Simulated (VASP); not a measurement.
# A point defect in a supercell of Gd (Gadolinium), part 3 of 3

How easily does a point defect form in Gd (Gadolinium)? The host is relaxed first, then a supercell is run with and without the defect. The start is a cell from a database of measured crystal structures.

VASP 6.6.1, plane waves and PAW; the level of theory is named at each step.

So far. Step 2 (Relaxing the host crystal): The run ended after 4 ionic steps, 0.002 eV below its first step, once forces and stress met EDIFFG = -0.02. Step 3 (The perfect supercell): The host is treated as a metal, as its relaxation found a gap under 0.3 eV or none, and only the neutral defect is run.

### 4. Reference Ti

This step: PBE; plane waves and PAW (Ti) (VASP 6.6.1).

System of this step: Ti. Symmetry: P6_3/mmc, No. 194, hexagonal system. Conventional cell: a = 2.950 Å, b = 2.950 Å, c = 4.685 Å, α = 90.00°, β = 90.00°, γ = 120.00°. Ti has 12 Ti at 2.90 to 2.95 Å nearest.

The reference for Ti is its crystal, relaxed at the cutoff of the large cell.

Contents of INCAR:

```
SYSTEM = Ti
PREC = Normal
ENCUT = 300
EDIFF = 1E-05
NELM = 120
ISMEAR = 1
SIGMA = 0.1
LREAL = Auto
ALGO = Fast
GGA = PE
NBANDS = 10
LASPH = .TRUE.
LORBIT = 11
LWAVE = .FALSE.
LCHARG = .FALSE.
KPAR = 4
IBRION = 2
NSW = 25
ISIF = 3
EDIFFG = -0.02
POTIM = 0.4
```

Contents of POSCAR:

```
Ti
1.0
    2.9500000000      0.0000000000      0.0000000000
   -1.4750000000      2.5547749412      0.0000000000
    0.0000000000      0.0000000000      4.6846000000
Ti
2
Direct
    0.0000000000      0.0000000000      0.0000000000
    0.3333333333      0.6666666667      0.5000000000
```

Contents of KPOINTS:

```
Automatic mesh
0
Gamma
10 10 6
0 0 0
```

PAW data sets: Ti (PBE family, release 64).

Launch:

```
mpirun -np 4 vasp_std
```

Output:

```text
[banner, memory and clock lines left out]
running    4 mpi-ranks, on    1 nodes
 distrk:  each k-point on    1 cores,    4 groups
 distr:  one band on    1 cores,    1 groups

 POSCAR found type information on POSCAR Ti
 POSCAR found :  1 types and       2 ions
|                                                                             |
|               ----> ADVICE to this user running VASP <----                  |
|                                                                             |
|     You have a (more or less) 'small supercell' and for smaller cells       |
|     it is recommended to use the reciprocal-space projection scheme!        |
|     The real-space optimization is not efficient for small cells and it     |
|     is also less accurate ...                                               |
|     Therefore, set LREAL=.FALSE. in the INCAR file.                         |
|                                                                             |

 LDA part: xc-table for (Slater+PW92), standard interpolation
 POSCAR, INCAR and KPOINTS ok, starting setup
 FFT: planning ... GRIDC
 FFT: planning ... GRID_SOFT
 FFT: planning ... GRID
 WAVECAR not read
 entering main loop
       N       E                     dE             d eps       ncg     rms          rms(c)
DAV:   1     0.512551019482E+01    0.51255E+01   -0.23576E+03  1120   0.454E+02
DAV:   2    -0.169313684531E+02   -0.22057E+02   -0.21114E+02  1138   0.919E+01
DAV:   3    -0.177501892382E+02   -0.81882E+00   -0.80187E+00  1576   0.194E+01
DAV:   4    -0.177588001301E+02   -0.86109E-02   -0.85767E-02  1366   0.175E+00
DAV:   5    -0.177588227385E+02   -0.22608E-04   -0.22606E-04  1328   0.750E-02    0.151E+01
RMM:   6    -0.157278309754E+02    0.20310E+01   -0.38275E+00  1120   0.186E+01    0.391E+00
RMM:   7    -0.155034173900E+02    0.22441E+00   -0.18701E+00  1121   0.886E+00    0.117E+00
RMM:   8    -0.155080894354E+02   -0.46720E-02   -0.26924E-01  1120   0.516E+00    0.702E-01
RMM:   9    -0.155129521540E+02   -0.48627E-02   -0.11097E-01  1121   0.212E+00    0.498E-01
RMM:  10    -0.155106357283E+02    0.23164E-02   -0.29795E-02  1120   0.172E+00    0.790E-02
RMM:  11    -0.155109680774E+02   -0.33235E-03   -0.44686E-03  1128   0.288E-01    0.245E-02
RMM:  12    -0.155109720776E+02   -0.40001E-05   -0.27645E-04  1104   0.937E-02    0.401E-02
RMM:  13    -0.155109749886E+02   -0.29110E-05   -0.41732E-05   933   0.404E-02
   1 F= -.15510975E+02 E0= -.15510362E+02  d E =-.155110E+02
 curvature:   0.00 expect dE= 0.000E+00 dE for cont linesearch  0.000E+00
 trial: gam= 0.00000 g(F)=  0.359E-45 g(S)=  0.314E-01 ort = 0.000E+00 (trialstep = 0.100E+01)
 search vector abs. value=  0.314E-01
 bond charge predicted
       N       E                     dE             d eps       ncg     rms          rms(c)
DAV:   1    -0.155304457205E+02   -0.19474E-01   -0.78585E-01  1128   0.894E+00    0.134E+00
RMM:   2    -0.155218573949E+02    0.85883E-02   -0.14619E-02  1120   0.108E+00    0.500E-01
RMM:   3    -0.155207020094E+02    0.11554E-02   -0.64832E-03  1120   0.435E-01    0.812E-02
RMM:   4    -0.155207051820E+02   -0.31726E-05   -0.72796E-04  1121   0.248E-01    0.114E-01
RMM:   5    -0.155224890311E+02   -0.17838E-02   -0.71053E-03  1322   0.688E-01    0.498E-01
RMM:   6    -0.155207062397E+02    0.17828E-02   -0.54172E-03  1265   0.673E-01    0.308E-01
RMM:   7    -0.155206924326E+02    0.13807E-04   -0.13881E-04  1117   0.832E-02    0.137E-01
RMM:   8    -0.155206894680E+02    0.29646E-05   -0.40004E-05   952   0.362E-02
   2 F= -.15520689E+02 E0= -.15519989E+02  d E =-.971448E-02
[...]
3 F= -.15522548E+02 E0= -.15521851E+02  d E =-.115728E-01
[...]
4 F= -.15522548E+02 E0= -.15521851E+02  d E =-.115726E-01
[...]
5 F= -.15522691E+02 E0= -.15522017E+02  d E =-.143264E-03
 ZBRENT: can't locate minimum, use default step
 trial-energy change:   -0.000143  1 .order   -0.000150   -0.000170   -0.000130
 step:   3.7859(harm=  4.0208)  dis= 0.00000  next Energy=   -15.522909 (dE=-0.362E-03)
 bond charge predicted
       N       E                     dE             d eps       ncg     rms          rms(c)
DAV:   1    -0.155229436432E+02   -0.24395E-03   -0.27584E-02  1120   0.102E+00    0.637E-02
RMM:   2    -0.155228659358E+02    0.77707E-04   -0.10421E-04  1095   0.895E-02    0.347E-02
RMM:   3    -0.155228371638E+02    0.28772E-04   -0.35016E-05   986   0.363E-02    0.358E-03
RMM:   4    -0.155228370985E+02    0.65342E-07   -0.38062E-06   646   0.115E-02
   6 F= -.15522837E+02 E0= -.15522298E+02  d E =-.289499E-03
 curvature:  -2.09 expect dE=-0.897E-04 dE for cont linesearch -0.364E-05
 trial: gam= 0.07100 g(F)=  0.144E-46 g(S)=  0.428E-04 ort =-0.181E-04 (trialstep = 0.151E+01)
 search vector abs. value=  0.412E-04
 reached required accuracy - stopping structural energy minimisation
```

Run time: 3.8 s. Hardware: 4 MPI ranks of AMD EPYC 9R45, shared host; peak memory 0.34 GiB; 13 s of CPU time.

Parts of OUTCAR (step 4):

```text
  LATTYP: Found a hexagonal cell.
 ALAT       =     2.9500000000
 C/A-ratio  =     1.5880000000

The static configuration has the point symmetry D_3h.
 The point group associated with its full space group is D_6h.

 Found     56 irreducible k-points:

   k-points           NKPTS =     56   k-points in BZ     NKDIM =     56   number of bands    NBANDS=     10

   dimension x,y,z NGX =    12 NGY =   12 NGZ =   20
   dimension x,y,z NGXF=    24 NGYF=   24 NGZF=   40

   ENCUT  =  300.0 eV  22.05 Ry    4.70 a.u.   4.17  4.17  6.62*2*pi/ulx,y,z

   NELECT =       8.0000    total number of electrons

 E-fermi :   3.1375

 k-point     1 :       0.0000    0.0000    0.0000
  band No.  band energies     occupation
      1      -2.9963      2.00000
      2       0.4662      2.00000
      3       3.9025     -0.00000
      4       3.9025     -0.00000
      5       4.0105     -0.00000
      6       4.0605     -0.00000
      7       4.4178     -0.00000
    ...

 k-point     2 :       0.1000    0.0000    0.0000
  band No.  band energies     occupation
      1      -2.7168      2.00000
      2       0.6803      2.00000
      3       3.4962     -0.00000
      4       3.4994     -0.00000
      5       4.1011     -0.00000
      6       4.2618     -0.00000
      7       4.3893     -0.00000
    ...

  Total        0.0235391      0.0235391      0.0333419      0.0000000      0.0000000      0.0000000
  in kB        1.1026940      1.1026940      1.5619084      0.0000000      0.0000000      0.0000000
  external PRESSURE =       1.2557654 kB  Pullay stress =       0.0000000 kB

  energy-cutoff  :      300.00
  volume of cell :       34.20
      direct lattice vectors                 reciprocal lattice vectors
     2.928815347 -0.000000000 -0.000000000     0.341434977  0.197127576 -0.000000000
    -1.464407674  2.536428494 -0.000000000    -0.000000000  0.394255151 -0.000000000
    -0.000000000  0.000000000  4.603956650     0.000000000  0.000000000  0.217204478

 POSITION                                       TOTAL-FORCE (eV/Angst)
 -----------------------------------------------------------------------------------
      0.00000      0.00000     -0.00000         0.000000      0.000000     -0.000000
     -0.00000      1.69095      2.30198        -0.000000     -0.000000      0.000000
 -----------------------------------------------------------------------------------
    total drift:                               -0.000000      0.000000     -0.000000

  FREE ENERGIE OF THE ION-ELECTRON SYSTEM (eV)
  ---------------------------------------------------
  free  energy   TOTEN  =       -15.5228370985 eV

  energy  without entropy=      -15.5212185535  energy(sigma->0) =      -15.52229758

 total charge
# of ion       s       p       d       tot
------------------------------------------
    1        0.553   0.597   2.384   3.534
    2        0.553   0.597   2.384   3.534
--------------------------------------------------
tot          1.107   1.194   4.768   7.069

[... 2 parts as in an earlier step ...]

[... 7 further parts left out ...]
```

CONTCAR:

```
Ti
   1.00000000000000
     2.9288153472935416   -0.0000000000000000   -0.0000000000000000
    -1.4644076736467708    2.5364284937850732   -0.0000000000000000
    -0.0000000000000000    0.0000000000000000    4.6039566496614652
  Ti
     2
Direct
     0.0000000000000000    0.0000000000000000    0.0000000000000000
     0.3333333332999970    0.6666666667000030    0.5000000000000000
```

The data set Ti keeps the semicore shell frozen, which is cheaper and a little less accurate.

Relaxation path:

```
step  energy less that of the first step (eV)  largest force (eV/Å)  pressure (GPa)  volume (Å³)
   1                                   0.0000                0.0000           -3.34        35.31
   2                                  -0.0097                0.0000            1.60        33.82
   3                                  -0.0116                0.0000            0.00        34.24
   4                                  -0.0116                0.0000            0.13        34.22
   5                                  -0.0117                0.0000            0.12        34.21
   6                                  -0.0119                0.0000            0.13        34.20
```

```
conventional cell, symmetrised  before  after  change
                         a (Å)   2.950  2.929  -0.7 %
                         b (Å)   2.950  2.929  -0.7 %
                         c (Å)   4.685  4.604  -1.7 %
              volume (Å³/atom)   17.65  17.10  -3.1 %
```

The relaxed structure:

```xyz
2
Lattice="2.9288 0.0000 0.0000 -1.4644 2.5364 0.0000 0.0000 0.0000 4.6040" Properties=species:S:1:pos:R:3 pbc="T T T"
Ti    0.0000    0.0000    0.0000
Ti    0.0000    1.6910    2.3020
```

Numbers from this step:

```
electronic cycles       : 34
electrons               : 8
free energy (TOTEN)     : -15.52 eV
energy at zero smearing : -15.52 eV
Fermi energy            : 3.138 eV
```

The run ended after 6 ionic steps, 0.012 eV below its first step, once forces and stress met EDIFFG = -0.02.

Energy at zero smearing: -15.52230 eV.

### 5. The defect cell

This step: PBE, spin-polarised, with small moments to start from, 4f electrons in the core; plane waves and PAW (Ti, Gd_3) (VASP 6.6.1).

System of this step: Gadolinium. The cell holds 36 atoms: 1 Ti and 35 Gd. Its edges and angles: a = 10.948 Å, b = 10.948 Å, c = 11.425 Å, α = 90.0°, β = 90.0°, γ = 120.0°. It derives from Gd (Gadolinium). Nearest the centre at fractional (0.222, 0.111, 0.375): Ti1 at 0.00 Å, Gd26 at 3.55 Å, Gd25 at 3.55 Å, Gd24 at 3.55 Å, Gd23 at 3.55 Å, Gd20 at 3.55 Å, Gd19 at 3.55 Å, Gd3 at 3.65 Å.

The host is treated as a metal, since its gap is under 0.3 eV or closed. The atoms relax at the host's fixed cell.

Contents of INCAR:

```
SYSTEM = Gd35Ti
PREC = Normal
ENCUT = 300
EDIFF = 1E-05
NELM = 120
ISMEAR = 1
SIGMA = 0.2
LREAL = Auto
ALGO = Fast
GGA = PE
NBANDS = 188
ISPIN = 2
MAGMOM = 0.6 0 0 0 0 0 0 0 0 0 0 0 0 0 0 0 0 0 0 0.6 0 0 0.6 0.6 0 0 0 0 0 0 0 0 0 0 0 0
LASPH = .TRUE.
LMAXMIX = 6
LORBIT = 11
LWAVE = .FALSE.
LCHARG = .TRUE.
KPAR = 4
IBRION = 2
NSW = 50
ISIF = 2
EDIFFG = -0.03
POTIM = 0.4
MAXMIX = 40
ISYM = 2
```

Contents of POSCAR:

```
Gd35Ti
1.0
   10.9475447442      0.0000000000      0.0000000000
   -5.4737723721      9.4808518575      0.0000000000
    0.0000000000      0.0000000000     11.4249274404
Ti Gd
1 35
Direct
    0.2222222200      0.1111111100      0.3750000000
    0.2222222200      0.1111111100      0.8750000000
    0.2222222200      0.4444444400      0.3750000000
    0.2222222200      0.4444444400      0.8750000000
    0.2222222200      0.7777777800      0.3750000000
    0.2222222200      0.7777777800      0.8750000000
    0.5555555600      0.1111111100      0.3750000000
    0.5555555600      0.1111111100      0.8750000000
    0.5555555600      0.4444444400      0.3750000000
    0.5555555600      0.4444444400      0.8750000000
    0.5555555600      0.7777777800      0.3750000000
    0.5555555600      0.7777777800      0.8750000000
    0.8888888900      0.1111111100      0.3750000000
    0.8888888900      0.1111111100      0.8750000000
    0.8888888900      0.4444444400      0.3750000000
    0.8888888900      0.4444444400      0.8750000000
    0.8888888900      0.7777777800      0.3750000000
    0.8888888900      0.7777777800      0.8750000000
    0.1111111100      0.2222222200      0.1250000000
    0.1111111100      0.2222222200      0.6250000000
    0.1111111100      0.5555555600      0.1250000000
    0.1111111100      0.5555555600      0.6250000000
    0.1111111100      0.8888888900      0.1250000000
    0.1111111100      0.8888888900      0.6250000000
    0.4444444400      0.2222222200      0.1250000000
    0.4444444400      0.2222222200      0.6250000000
    0.4444444400      0.5555555600      0.1250000000
    0.4444444400      0.5555555600      0.6250000000
    0.4444444400      0.8888888900      0.1250000000
    0.4444444400      0.8888888900      0.6250000000
    0.7777777800      0.2222222200      0.1250000000
    0.7777777800      0.2222222200      0.6250000000
    0.7777777800      0.5555555600      0.1250000000
    0.7777777800      0.5555555600      0.6250000000
    0.7777777800      0.8888888900      0.1250000000
    0.7777777800      0.8888888900      0.6250000000
```

Contents of KPOINTS:

```
Automatic mesh
0
Gamma
4 4 3
0 0 0
```

The projector-augmented-wave data sets are Ti and Gd_3 (PBE family, release 64).

Launch:

```
mpirun -np 4 vasp_std
```

Output:

```text
[banner, memory and clock lines left out]
running    4 mpi-ranks, on    1 nodes
[...]
LDA part: xc-table for (Slater+PW92), standard interpolation
 POSCAR, INCAR and KPOINTS ok, starting setup
[...]
entering main loop
       N       E                     dE             d eps       ncg     rms          rms(c)
DAV:   1     0.121515430270E+04    0.12152E+04   -0.11141E+05 19776   0.100E+03
DAV:   2    -0.420563931856E+02   -0.12572E+04   -0.12186E+04 19604   0.307E+02
DAV:   3    -0.160770837671E+03   -0.11871E+03   -0.11190E+03 26152   0.548E+01
DAV:   4    -0.171084029348E+03   -0.10313E+02   -0.94041E+01 25128   0.120E+01
[...]
RMM:  12    -0.152698453433E+03   -0.45877E-01   -0.61296E-01 26634   0.163E+00    0.115E+00
RMM:  13    -0.152768981372E+03   -0.70528E-01   -0.11425E+00 26612   0.135E+00    0.781E-01
RMM:  14    -0.152784910189E+03   -0.15929E-01   -0.17695E-01 26623   0.989E-01    0.656E-01
WARNING in EDDRMM: call to ZHEGV failed, returncode =   8  4    115
WARNING in EDDRMM: call to ZHEGV failed, returncode =   8  4    130
RMM:  15    -0.152816958924E+03   -0.32049E-01   -0.37748E-01 26622   0.777E-01    0.475E-01
WARNING in EDDRMM: call to ZHEGV failed, returncode =   8  4    138
RMM:  16    -0.152831501211E+03   -0.14542E-01   -0.14792E-01 26633   0.640E-01    0.227E-01
RMM:  17    -0.152846262471E+03   -0.14761E-01   -0.16890E-01 26641   0.573E-01    0.276E-01
RMM:  18    -0.152856497926E+03   -0.10235E-01   -0.11077E-01 25237   0.490E-01    0.259E-01
WARNING in EDDRMM: call to ZHEGV failed, returncode =   8  4    116
RMM:  19    -0.152867003193E+03   -0.10505E-01   -0.11106E-01 24498   0.439E-01    0.167E-01
RMM:  20    -0.152874323301E+03   -0.73201E-02   -0.78065E-02 21786   0.391E-01    0.858E-02
RMM:  21    -0.152880892038E+03   -0.65687E-02   -0.70397E-02 21175   0.357E-01    0.717E-02
RMM:  22    -0.152885662425E+03   -0.47704E-02   -0.52141E-02 21172   0.324E-01    0.433E-02
RMM:  23    -0.152890136280E+03   -0.44739E-02   -0.48250E-02 21166   0.301E-01    0.385E-02
RMM:  24    -0.152893800488E+03   -0.36642E-02   -0.39634E-02 21168   0.273E-01    0.793E-02
RMM:  25    -0.152897023243E+03   -0.32228E-02   -0.34767E-02 21171   0.254E-01    0.224E-02
RMM:  26    -0.152899974401E+03   -0.29512E-02   -0.31753E-02 21160   0.230E-01    0.212E-02
WARNING in EDDRMM: call to ZHEGV failed, returncode =   8  4    143
WARNING in EDDRMM: call to ZHEGV failed, returncode =   8  4    157
RMM:  27    -0.152902328468E+03   -0.23541E-02   -0.25560E-02 17743   0.211E-01    0.477E-02
WARNING in EDDRMM: call to ZHEGV failed, returncode =   6  3    130
RMM:  28    -0.152904514213E+03   -0.21857E-02   -0.23623E-02 15823   0.193E-01    0.872E-02
WARNING in EDDRMM: call to ZHEGV failed, returncode =   6  3    132
[...]
RMM:  63    -0.152918351646E+03   -0.30200E-04   -0.32024E-04 11837   0.183E-02    0.332E-01
RMM:  64    -0.152918369498E+03   -0.17852E-04   -0.22491E-04 11622   0.173E-02    0.333E-01
RMM:  65    -0.152918388075E+03   -0.18577E-04   -0.24789E-04 11354   0.163E-02    0.334E-01
WARNING in EDDRMM: call to ZHEGV failed, returncode =   8  4    142
RMM:  66    -0.152918553904E+03   -0.16583E-03   -0.47172E-04 19962   0.195E-02    0.337E-01
RMM:  67    -0.152918630660E+03   -0.76756E-04   -0.16819E-04 14408   0.172E-02    0.349E-01
RMM:  68    -0.152918687730E+03   -0.57070E-04   -0.23782E-04 16813   0.162E-02    0.358E-01
RMM:  69    -0.152918704950E+03   -0.17220E-04   -0.11699E-04 12975   0.140E-02    0.362E-01
RMM:  70    -0.152918742706E+03   -0.37756E-04   -0.18223E-04 12738   0.132E-02    0.370E-01
RMM:  71    -0.152918641740E+03    0.10097E-03   -0.63812E-05 13610   0.133E-02    0.341E-01
WARNING in EDDRMM: call to ZHEGV failed, returncode =   6  3    154
WARNING in EDDRMM: call to ZHEGV failed, returncode =   8  4    135
RMM:  72    -0.152918579334E+03    0.62406E-04   -0.12633E-04 15780   0.131E-02    0.330E-01
RMM:  73    -0.152918536449E+03    0.42885E-04   -0.68332E-05 14132   0.121E-02    0.321E-01
WARNING in EDDRMM: call to ZHEGV failed, returncode =   6  3    169
RMM:  74    -0.152918536462E+03   -0.13359E-07   -0.93443E-05 10918   0.109E-02
   1 F= -.15291854E+03 E0= -.15289433E+03  d E =-.152919E+03  mag=     0.0161
[...]
N       E                     dE             d eps       ncg     rms          rms(c)
DAV:   1    -0.221583818831E+03   -0.68665E+02   -0.20743E+02 22272   0.233E+00    0.616E+01
RMM:   2    -0.147307731570E+03    0.74276E+02   -0.38489E+02 23445   0.285E+01    0.176E+02
RMM:   3    -0.187696825418E+03   -0.40389E+02   -0.13838E+02 21349   0.160E+01    0.748E+01
RMM:   4    -0.268800221526E+03   -0.81103E+02   -0.38311E+02 26231   0.227E+01    0.109E+02
[...]
RMM:  18    -0.167977431466E+03   -0.13992E+02   -0.38265E+01 34952   0.864E+00    0.351E+01
RMM:  19    -0.165987517808E+03    0.19899E+01   -0.15301E+01 26999   0.328E+00    0.254E+01
RMM:  20    -0.164518896762E+03    0.14686E+01   -0.10017E+01 26412   0.360E+00    0.189E+01
 hard stop encountered!  aborting job ...
|                                                                             |
|           W    W    AA    RRRRR   N    N  II  N    N   GGGG   !!!           |
|           W    W   A  A   R    R  NN   N  II  NN   N  G    G  !!!           |
|           W    W  A    A  R    R  N N  N  II  N N  N  G       !!!           |
|           W WW W  AAAAAA  RRRRR   N  N N  II  N  N N  G  GGG   !            |
|           WW  WW  A    A  R   R   N   NN  II  N   NN  G    G                |
|           W    W  A    A  R    R  N    N  II  N    N   GGGG   !!!           |
|                                                                             |
|     The electronic self-consistency was not achieved in the given           |
|     number of steps (NELM). The forces and other quantities evaluated       |
|     might not be reliable so examine the results carefully. If you find     |
|     spurious results, we suggest increasing NELM, if you were close to      |
|     convergence or switching to a different ALGO or adjusting the           |
|     density mixing parameters otherwise.                                    |
|                                                                             |

 soft stop encountered!  aborting job ...
```

It took 51 min on 4 MPI ranks.

The run was stopped at its time limit, so it gives no result of its own.

### 6. Summary of results

* result: none

What this shows: The session ends without its result: «relax the defect» met its time limit.

[Lines on the potential files, build, host, timing and source positions are cut from VASP's logs without a mark.]

[Logs are printed without paths, hosts, clocks, repeated set-up lines and the standing remarks that a program may print on its own settings, such as how far it seeks lower states.]

[Hosts, paths, dates, database ids (printed as entryN), source tags and the programs' standing remarks are cut or masked in the printed files.]

[In band tables of VASP the shares of atoms and orbitals are scaled to a sum of 1 inside the atoms' spheres.]

[Runs that stopped without an error message from VASP are left out.]
